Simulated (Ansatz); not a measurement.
The following input was run with Ansatz 0.2.0.

```yaml
crystal:
  lattice:
    - [3.0079232189, 0.0, 0.0]
    - [-1.5039616095, 2.6049379202, 0.0]
    - [0.0, 0.0, 24.8238360958]
  atoms:
    - { symbol: Mg, position: [0.6666666667, 0.3333333333, 0.3021289687] }
    - { symbol: O, position: [0.0, 0.0, 0.3515967266] }
    - { symbol: Mg, position: [0.3333333333, 0.6666666667, 0.4010644844] }
    - { symbol: O, position: [0.6666666667, 0.3333333333, 0.4505322422] }
    - { symbol: Mg, position: [0.0, 0.0, 0.5] }
    - { symbol: O, position: [0.3333333333, 0.6666666667, 0.5494677578] }
    - { symbol: Mg, position: [0.6666666667, 0.3333333333, 0.5989355156] }
    - { symbol: O, position: [0.0, 0.0, 0.6484032734] }
    - { symbol: Mg, position: [0.3333333333, 0.6666666667, 0.6978710313] }
basis:
  ecutwfc: 420
kpoints:
  mp_grid: { grid: [9, 9, 1] }
hamiltonian:
  xc: pbe
scf:
  occupations: { method: gaussian, width: 0.05 }
output:
  forces: true
  eigenvalues: true
relax:
  adjacent_minimum: "off"
  f_tol: 0.02
  max_steps: 60
efield:
  axis: 3
  dipole_correction: true
  ramp_width: 0.04
```

Command:
```bash
ansatz run input.yaml --threads 1 --pin off --max-ram 2560MiB --backend cpu --events-out ev --progress --plain --runs-dir out
```

Method: DFT PBE, scalar-relativistic, plane waves, PAW (Ansatz 0.2.0).

From the run's log, abridged:

```
Pseudopotentials: kind: paw
Pseudopotential: Mg, paw, valence charge 10, recommended cutoff 420 eV (normal)
Pseudopotential: O, paw, valence charge 6, recommended cutoff 420 eV (normal)
Functional definition: PBE
Crystal: 9 atoms, lattice volume = 194.506 Å³
Basis set: ecut = 420 eV, 3683 PW (Γ), exchange–correlation on 48×48×360 points (8 copies of the dense FFT grid, shifted against one another)
Bands: 46, of which v1, the nominal top of the filled ones, is band 37 counted from 1 (36 counted from 0)
Symmetry: 6 space group operations
k-points: 12 of 81 (time reversal used)
Initial density: superposition of atomic densities (neutral atoms: chi_scale 0, normalization atom), corrected by the library's trained network
Initial wavefunctions: pseudopotential atomic-orbital guess
Functional: x = pbe(κ = 0.804, μ = 0.21951497), c = pbe(β = 0.06672455)
SCF iter   1: F=—  HF=-11898.590668 eV  |F-HF|=—  |Δ(HF+E_count)|=         —  Δρ=2.28e-3  dr2=3.45e-2  ethr=1.77e-3  p=0.000 e·Å  D=3.03e-13 V/Å  ΔV_dip= 0.00 eV  dr2_dipole=2.32e-7  V_vac-E_F(+/−)=4.10/4.09 eV  ⟨swp⟩=11.3  Hψ=2972  notcnv=0  defer=11
efield: sawtooth ramp at fractional position 0.9800 (placed from the atoms, in the widest stretch of the axis that holds none; the zero of the levels goes with the place), width 0.0400; the density the first Hamiltonian is built on has a dipole p = 0.000 e·Å; the dipole correction subtracts the counter field D = 3.03e-13 V/Å, which shifts the + side's vacuum level by  0.00 eV against the − side's; the planar-averaged density in the ramp window peaks in size at 2.9e-5 e/Å³
SCF iter   2: F=—  HF=-11898.580395 eV  |F-HF|=—  |Δ(HF+E_count)|=   1.03e-2  Δρ=2.04e-3  dr2=1.12e-2  ethr=4.66e-5  p= 0.000 e·Å  D=-4.44e-5 V/Å  ΔV_dip=0.00 eV  dr2_dipole=7.90e-8  V_vac-E_F(+/−)=4.22/4.22 eV  ⟨swp⟩=3.8  Hψ=1158  notcnv=0  defer=39
SCF iter   3: F=—  HF=-11898.579979 eV  |F-HF|=—  |Δ(HF+E_count)|=   4.16e-4  Δρ=1.54e-3  dr2=4.86e-3  ethr=1.52e-5  p= 0.000 e·Å  D=-2.81e-5 V/Å  ΔV_dip=0.00 eV  dr2_dipole=4.18e-8  V_vac-E_F(+/−)=4.22/4.22 eV  ⟨swp⟩=2.1  Hψ=779  notcnv=0  defer=39
SCF iter   4: F=—  HF=-11898.579074 eV  |F-HF|=—  |Δ(HF+E_count)|=   9.05e-4  Δρ=4.02e-4  dr2=1.08e-3  ethr=6.56e-6  p= 0.000 e·Å  D=-2.00e-5 V/Å  ΔV_dip=0.00 eV  dr2_dipole=1.43e-8  V_vac-E_F(+/−)=4.23/4.22 eV  ⟨swp⟩=2.3  Hψ=707  notcnv=0  defer=39
SCF iter   5: F=—  HF=-11898.579008 eV  |F-HF|=—  |Δ(HF+E_count)|=   6.56e-5  Δρ=2.58e-4  dr2=4.24e-4  ethr=1.46e-6  p= 0.000 e·Å  D=-7.60e-6 V/Å  ΔV_dip=0.00 eV  dr2_dipole=6.25e-10  V_vac-E_F(+/−)=4.24/4.24 eV  ⟨swp⟩=2.0  Hψ=674  notcnv=0  defer=39
SCF iter   6: F=—  HF=-11898.578932 eV  |F-HF|=—  |Δ(HF+E_count)|=   7.56e-5  Δρ=1.09e-4  dr2=9.38e-5  ethr=5.73e-7  p= 0.000 e·Å  D=-9.66e-7 V/Å  ΔV_dip=0.00 eV  dr2_dipole=4.07e-9  V_vac-E_F(+/−)=4.25/4.25 eV  ⟨swp⟩=2.0  Hψ=667  notcnv=0  defer=39
SCF iter   7: F=-11898.578914 eV  HF=-11898.578914 eV  |F-HF|=3.65e-8  |Δ(HF+E_count)|=   1.82e-5  Δρ=5.31e-5  dr2=8.17e-6  ethr=1.35e-8  p=0.000 e·Å  D=2.07e-6 V/Å  ΔV_dip= 0.00 eV  dr2_dipole=8.18e-10  V_vac-E_F(+/−)=4.26/4.26 eV  ⟨swp⟩=15.2  Hψ=3231  notcnv=0
SCF iter   8: F=-11898.578918 eV  HF=-11898.578917 eV  |F-HF|=4.15e-7  |Δ(HF+E_count)|=   2.85e-6  Δρ=2.21e-5  dr2=1.03e-6  ethr=1.10e-8  p=0.000 e·Å  D=1.34e-6 V/Å  ΔV_dip= 0.00 eV  dr2_dipole=2.03e-10  V_vac-E_F(+/−)=4.26/4.26 eV  ⟨swp⟩=7.3  Hψ=2225  notcnv=0
SCF iter   9: F=-11898.578918 eV  HF=-11898.578918 eV  |F-HF|=1.46e-7  |Δ(HF+E_count)|=   6.03e-7  Δρ=7.77e-6  dr2=1.36e-7  ethr=1.40e-9  p=0.000 e·Å  D=8.30e-7 V/Å  ΔV_dip= 0.00 eV  dr2_dipole=5.39e-11  V_vac-E_F(+/−)=4.26/4.26 eV  ⟨swp⟩=5.4  Hψ=1780  notcnv=0
SCF 1 converged in 9 iterations: F = -11898.578918 eV  dr2 = 1.36e-7
relax step   1: F+E_penalty+E_count = -11898.57891790 eV  Δ(F+E_penalty+E_count) = +0.000e0 eV  max|allowed force component| = 5.027e-1 eV/Å  Δτ_max = 0.0000 Å  (9 SCF iters, dr2 threshold 1.00e-5 eV, accepted)
Initial density: handed on by an earlier stage of this run
Initial wavefunctions: those handed on with the density
SCF iter   1: F=—  HF=-11898.602743 eV  |F-HF|=—  |Δ(HF+E_count)|=         —  Δρ=8.35e-4  dr2=7.62e-3  ethr=1.16e-5  p=0.000 e·Å  D=8.30e-7 V/Å  ΔV_dip= 0.00 eV  dr2_dipole=1.14e-10  V_vac-E_F(+/−)=4.32/4.32 eV  ⟨swp⟩=2.2  Hψ=1763  notcnv=0  defer=38
efield: sawtooth ramp at fractional position 0.9800 (handed on by an earlier solve), width 0.0400; the density the first Hamiltonian is built on has a dipole p = 0.000 e·Å; the dipole correction subtracts the counter field D = 8.30e-7 V/Å, which shifts the + side's vacuum level by  0.00 eV against the − side's; the planar-averaged density in the ramp window peaks in size at 2.8e-6 e/Å³
SCF iter   2: F=—  HF=-11898.601413 eV  |F-HF|=—  |Δ(HF+E_count)|=   1.33e-3  Δρ=1.16e-3  dr2=3.18e-3  ethr=1.03e-5  p=0.000 e·Å  D=5.09e-7 V/Å  ΔV_dip= 0.00 eV  dr2_dipole=1.05e-12  V_vac-E_F(+/−)=4.28/4.28 eV  ⟨swp⟩=2.0  Hψ=761  notcnv=0  defer=38
SCF iter   3: F=—  HF=-11898.601053 eV  |F-HF|=—  |Δ(HF+E_count)|=   3.60e-4  Δρ=3.87e-4  dr2=1.22e-3  ethr=4.30e-6  p=0.000 e·Å  D=3.60e-7 V/Å  ΔV_dip= 0.00 eV  dr2_dipole=9.20e-12  V_vac-E_F(+/−)=4.27/4.27 eV  ⟨swp⟩=2.1  Hψ=733  notcnv=0  defer=38
SCF iter   4: F=—  HF=-11898.600858 eV  |F-HF|=—  |Δ(HF+E_count)|=   1.95e-4  Δρ=4.04e-4  dr2=4.24e-4  ethr=1.65e-6  p=0.000 e·Å  D=7.70e-8 V/Å  ΔV_dip= 0.00 eV  dr2_dipole=9.95e-11  V_vac-E_F(+/−)=4.26/4.26 eV  ⟨swp⟩=2.2  Hψ=727  notcnv=0  defer=38
SCF iter   5: F=—  HF=-11898.600780 eV  |F-HF|=—  |Δ(HF+E_count)|=   7.82e-5  Δρ=2.38e-4  dr2=9.77e-5  ethr=5.73e-7  p= 0.000 e·Å  D=-3.17e-8 V/Å  ΔV_dip=0.00 eV  dr2_dipole=5.58e-11  V_vac-E_F(+/−)=4.25/4.25 eV  ⟨swp⟩=2.5  Hψ=738  notcnv=0  defer=38
SCF iter   6: F=-11898.600757 eV  HF=-11898.600756 eV  |F-HF|=1.74e-6  |Δ(HF+E_count)|=   2.43e-5  Δρ=3.37e-5  dr2=3.04e-6  ethr=2.13e-8  p= 0.000 e·Å  D=-6.70e-8 V/Å  ΔV_dip=0.00 eV  dr2_dipole=2.57e-12  V_vac-E_F(+/−)=4.25/4.25 eV  ⟨swp⟩=13.7  Hψ=3060  notcnv=0
SCF 2 converged in 6 iterations: F = -11898.600757 eV  dr2 = 3.04e-6
relax step   2: F+E_penalty+E_count = -11898.60075728 eV  Δ(F+E_penalty+E_count) = -2.184e-2 eV  max|allowed force component| = 1.975e-1 eV/Å  Δτ_max = 0.0362 Å  (6 SCF iters, dr2 threshold 1.58e-5 eV, accepted)
SCF iter   1: F=—  HF=-11898.605613 eV  |F-HF|=—  |Δ(HF+E_count)|=         —  Δρ=5.42e-4  dr2=5.47e-3  ethr=1.63e-5  p= 0.000 e·Å  D=-6.70e-8 V/Å  ΔV_dip=0.00 eV  dr2_dipole=1.19e-10  V_vac-E_F(+/−)=4.28/4.28 eV  ⟨swp⟩=4.0  Hψ=1108  notcnv=0  defer=39
efield: sawtooth ramp at fractional position 0.9800 (handed on by an earlier solve), width 0.0400; the density the first Hamiltonian is built on has a dipole p =  0.000 e·Å; the dipole correction subtracts the counter field D = -6.70e-8 V/Å, which shifts the + side's vacuum level by +0.00 eV against the − side's; the planar-averaged density in the ramp window peaks in size at 3.8e-6 e/Å³
SCF iter   2: F=—  HF=-11898.604531 eV  |F-HF|=—  |Δ(HF+E_count)|=   1.08e-3  Δρ=6.67e-4  dr2=1.41e-3  ethr=7.39e-6  p= 0.000 e·Å  D=-4.34e-8 V/Å  ΔV_dip=0.00 eV  dr2_dipole=5.91e-13  V_vac-E_F(+/−)=4.27/4.27 eV  ⟨swp⟩=2.0  Hψ=822  notcnv=0  defer=39
SCF iter   3: F=—  HF=-11898.604308 eV  |F-HF|=—  |Δ(HF+E_count)|=   2.23e-4  Δρ=2.45e-4  dr2=6.79e-4  ethr=1.90e-6  p= 0.000 e·Å  D=-3.58e-8 V/Å  ΔV_dip=0.00 eV  dr2_dipole=8.01e-11  V_vac-E_F(+/−)=4.26/4.26 eV  ⟨swp⟩=2.0  Hψ=693  notcnv=0  defer=39
SCF iter   4: F=—  HF=-11898.604256 eV  |F-HF|=—  |Δ(HF+E_count)|=   5.17e-5  Δρ=4.74e-4  dr2=3.63e-4  ethr=9.17e-7  p= 0.000 e·Å  D=-3.16e-8 V/Å  ΔV_dip=0.00 eV  dr2_dipole=5.16e-10  V_vac-E_F(+/−)=4.25/4.25 eV  ⟨swp⟩=2.2  Hψ=720  notcnv=0  defer=39
SCF iter   5: F=—  HF=-11898.604165 eV  |F-HF|=—  |Δ(HF+E_count)|=   9.14e-5  Δρ=1.01e-4  dr2=1.57e-5  ethr=4.91e-7  p= 0.000 e·Å  D=-1.89e-8 V/Å  ΔV_dip=0.00 eV  dr2_dipole=3.19e-15  V_vac-E_F(+/−)=4.25/4.25 eV  ⟨swp⟩=2.7  Hψ=724  notcnv=0  defer=39
SCF iter   6: F=-11898.604165 eV  HF=-11898.604164 eV  |F-HF|=7.59e-7  |Δ(HF+E_count)|=   5.95e-7  Δρ=3.23e-5  dr2=1.73e-6  ethr=3.29e-9  p= 0.000 e·Å  D=-1.08e-8 V/Å  ΔV_dip=0.00 eV  dr2_dipole=1.81e-11  V_vac-E_F(+/−)=4.25/4.25 eV  ⟨swp⟩=13.2  Hψ=2907  notcnv=0
SCF iter   7: F=-11898.604166 eV  HF=-11898.604166 eV  |F-HF|=9.18e-9  |Δ(HF+E_count)|=   1.21e-6  Δρ=9.10e-6  dr2=3.35e-7  ethr=2.34e-9  p= 0.000 e·Å  D=-2.71e-9 V/Å  ΔV_dip=0.00 eV  dr2_dipole=1.87e-12  V_vac-E_F(+/−)=4.25/4.25 eV  ⟨swp⟩=6.8  Hψ=2162  notcnv=0
SCF 3 converged in 7 iterations: F = -11898.604166 eV  dr2 = 3.35e-7
relax step   3: F+E_penalty+E_count = -11898.60416561 eV  Δ(F+E_penalty+E_count) = -3.408e-3 eV  max|allowed force component| = 1.622e-2 eV/Å  Δτ_max = 0.0135 Å  (7 SCF iters, dr2 threshold 2.44e-6 eV, accepted)
SCF iter   1: F=—  HF=-11898.604219 eV  |F-HF|=—  |Δ(HF+E_count)|=         —  Δρ=9.25e-6  dr2=3.38e-7  ethr=4.57e-10  p= 0.000 e·Å  D=-2.71e-9 V/Å  ΔV_dip=0.00 eV  dr2_dipole=1.22e-12  V_vac-E_F(+/−)=4.25/4.25 eV  ⟨swp⟩=1.0  Hψ=1392  notcnv=0
efield: sawtooth ramp at fractional position 0.9800 (handed on by an earlier solve), width 0.0400; the density the first Hamiltonian is built on has a dipole p =  0.000 e·Å; the dipole correction subtracts the counter field D = -2.71e-9 V/Å, which shifts the + side's vacuum level by +0.00 eV against the − side's; the planar-averaged density in the ramp window peaks in size at 3.1e-6 e/Å³
SCF iter   2: F=—  HF=-11898.604166 eV  |F-HF|=—  |Δ(HF+E_count)|=   5.33e-5  Δρ=7.71e-6  dr2=1.79e-7  ethr=4.57e-10  p=0.000 e·Å  D=1.61e-9 V/Å  ΔV_dip= 0.00 eV  dr2_dipole=4.42e-12  V_vac-E_F(+/−)=4.25/4.25 eV  ⟨swp⟩=2.0  Hψ=705  notcnv=0
SCF iter   3: F=—  HF=-11898.604166 eV  |F-HF|=—  |Δ(HF+E_count)|=   1.02e-8  Δρ=7.64e-6  dr2=1.29e-7  ethr=1.35e-10  p= 0.000 e·Å  D=-4.23e-9 V/Å  ΔV_dip=0.00 eV  dr2_dipole=1.18e-11  V_vac-E_F(+/−)=4.25/4.25 eV  ⟨swp⟩=8.1  Hψ=2112  notcnv=0
SCF iter   4: F=-11898.604166 eV  HF=-11898.604166 eV  |F-HF|=1.10e-8  |Δ(HF+E_count)|=   1.97e-8  Δρ=2.87e-6  dr2=1.65e-8  ethr=1.35e-10  p= 0.000 e·Å  D=-2.45e-9 V/Å  ΔV_dip=0.00 eV  dr2_dipole=5.69e-12  V_vac-E_F(+/−)=4.25/4.25 eV  ⟨swp⟩=6.3  Hψ=1787  notcnv=0
SCF 4 converged in 4 iterations: F = -11898.604166 eV  dr2 = 1.65e-8
relax step   4: F+E_penalty+E_count = -11898.60416569 eV  Δ(F+E_penalty+E_count) = -7.362e-8 eV  max|allowed force component| = 1.625e-2 eV/Å  Δτ_max = 0.0000 Å  (4 SCF iters, accepted)
SCF converged after 4 iterations
Free energy (F): -11898.604166 eV
Harris-Foulkes:  -11898.604166 eV  (|F-HF|=1.10e-8)
Internal energy: -11898.600082 eV  (E = F + TS)
E sigma→0 (E₀):  -11898.602124 eV
Entropy (-TS):   -0.004084 eV (-0.454 meV/atom)
Fermi energy:    3.279205 eV
Dipole field:    D = 0.000003 V/Å  (p = 0.000003 e·Å, saw-weighted, corrected)
Work function:   Φ+ = 4.2532 eV   Φ− = 4.2533 eV
Levels:          The Fermi level and band energies are counted from a zero that moves with the ramp; work functions are not
--- Per-component energies (eV) ---
  E_band       = -2107.511775
  E_kinetic    = 1093.582829
  E_local      = -84429.962222  (includes V_loc(G=0)·N_el)
  E_nonlocal   = 667.251478
  E_hartree    = 40707.543908
  E_xc         = -447.226429
  E_vxc        = -573.209810  (∫ρ·V_xc dr)
  E_paw        = -2093.349628  (= ΣΔE_a)
  E_vpaw       = -280.283224  (= ΣTr[D̂ρ^β])
  E_aug_tail   = 0.009828  (compensation charges beyond the density's cutoff)
  E_efield     = 0.000000  (sawtooth field / dipole correction)
  E_vefield    = 0.000000  (∫n·V_field dr)
  E_ewald      = 32603.550155
  E_smearing   = -0.004084  (= −TS)
--- Forces (eV/Å), atoms counted from 1 ---
  atom   1  Mg     0.00000000     0.00000000     0.00000012
  atom   2  O      0.00000000     0.00000000     0.01540128
  atom   3  Mg     0.00000000     0.00000000    -0.01624908
  atom   4  O      0.00000000     0.00000000     0.00099564
  atom   5  Mg     0.00000000     0.00000000     0.00002022
  atom   6  O      0.00000000     0.00000000    -0.00102191
  atom   7  Mg     0.00000000     0.00000000     0.01624217
  atom   8  O      0.00000000     0.00000000    -0.01537672
  atom   9  Mg     0.00000000     0.00000000    -0.00001289
--- Band table (eV; the first three rows and the last of 12) ---
  k-point 0: bands = ["-73.2799", "-73.2799", "-72.8241", "-72.8237", "-72.8052", "-40.0227", "-40.0227", "-40.0204", "-40.0204", "-40.0203", "-40.0203", "-39.6084", "-39.5885", "-39.5568", "-39.5568", "-39.5564", "-39.5564", "-39.5520", "-39.5374", "-39.5374", "-17.4221", "-17.1568", "-16.7732", "-16.4181", "-4.7028", "-4.0733", "-2.9561", "-1.5184", "-0.9782", "-0.9782", "-0.8406", "-0.8406", "-0.6484", "-0.6484", "-0.4771", "-0.4771", "0.7214", "0.9395", "4.5805", "5.3758", "6.1607", "6.9618", "7.2433", "7.4930", "8.3824", "9.3948"]
  k-point 1: bands = ["-73.2794", "-73.2794", "-72.8235", "-72.8231", "-72.8047", "-40.0265", "-40.0265", "-40.0217", "-40.0217", "-40.0215", "-40.0215", "-39.6059", "-39.5879", "-39.5644", "-39.5633", "-39.5585", "-39.5579", "-39.5507", "-39.5434", "-39.5388", "-17.3142", "-17.0640", "-16.7024", "-16.3690", "-4.5418", "-3.9567", "-2.9643", "-1.8344", "-1.3944", "-1.2463", "-1.0912", "-1.0662", "-0.9260", "-0.8142", "-0.7300", "-0.5551", "1.0379", "1.1272", "5.1504", "5.8206", "6.5239", "7.3564", "7.5908", "7.9177", "8.6723", "9.6063"]
  k-point 2: bands = ["-73.2780", "-73.2780", "-72.8219", "-72.8217", "-72.8033", "-40.0414", "-40.0414", "-40.0253", "-40.0253", "-40.0191", "-40.0191", "-39.6000", "-39.5879", "-39.5805", "-39.5798", "-39.5628", "-39.5617", "-39.5574", "-39.5506", "-39.5421", "-17.0228", "-16.8167", "-16.5188", "-16.2464", "-4.1161", "-3.7229", "-3.2176", "-2.7457", "-2.4322", "-2.1663", "-1.5629", "-1.2768", "-1.1318", "-0.9881", "-0.9285", "-0.7466", "1.6640", "1.6852", "6.3274", "6.7966", "7.2997", "8.1443", "8.4922", "8.9509", "9.4237", "9.9583"]
  k-point 11: bands = ["-73.2747", "-73.2747", "-72.8182", "-72.8181", "-72.8000", "-40.0566", "-40.0566", "-40.0542", "-40.0542", "-40.0132", "-40.0132", "-39.6004", "-39.5981", "-39.5981", "-39.5954", "-39.5847", "-39.5847", "-39.5656", "-39.5656", "-39.5544", "-16.1120", "-16.1120", "-16.0709", "-16.0708", "-3.7427", "-3.7427", "-3.7319", "-3.4069", "-3.4068", "-3.1676", "-2.9307", "-2.9307", "-1.9471", "-1.7508", "-1.5091", "-1.5091", "5.4819", "5.4819", "6.9601", "6.9747", "7.5471", "7.5471", "9.8708", "9.8708", "10.6136", "10.8039"]
--- Relaxed structure (4 steps of the walk, 4 accepted, 0 SCFs on fresh bases) ---
  F+E_penalty+E_count = -11898.60416569 eV   max|allowed force component| = 1.625e-2 eV/Å
  atoms:
    - { symbol: Mg, position: [0.66666666, 0.33333333, 0.30012409] }
    - { symbol: O, position: [0.0, 0.0, 0.35164334] }
    - { symbol: Mg, position: [0.33333333, 0.66666666, 0.40105814] }
    - { symbol: O, position: [0.66666666, 0.33333333, 0.45052122] }
    - { symbol: Mg, position: [0.0, 0.0, 0.49999998] }
    - { symbol: O, position: [0.33333333, 0.66666666, 0.54947879] }
    - { symbol: Mg, position: [0.66666666, 0.33333333, 0.59894185] }
    - { symbol: O, position: [0.0, 0.0, 0.64835662] }
    - { symbol: Mg, position: [0.33333333, 0.66666666, 0.69987592] }
```

The relaxation met its thresholds.

It took 49 s on 1 thread of Intel(R) Xeon(R) Platinum 8259CL CPU @ 2.50GHz (Skylake/Cascade Lake), on a shared host, peak memory 0.48 GiB.

Spin polarisation was left out, and a magnetic state may lie lower.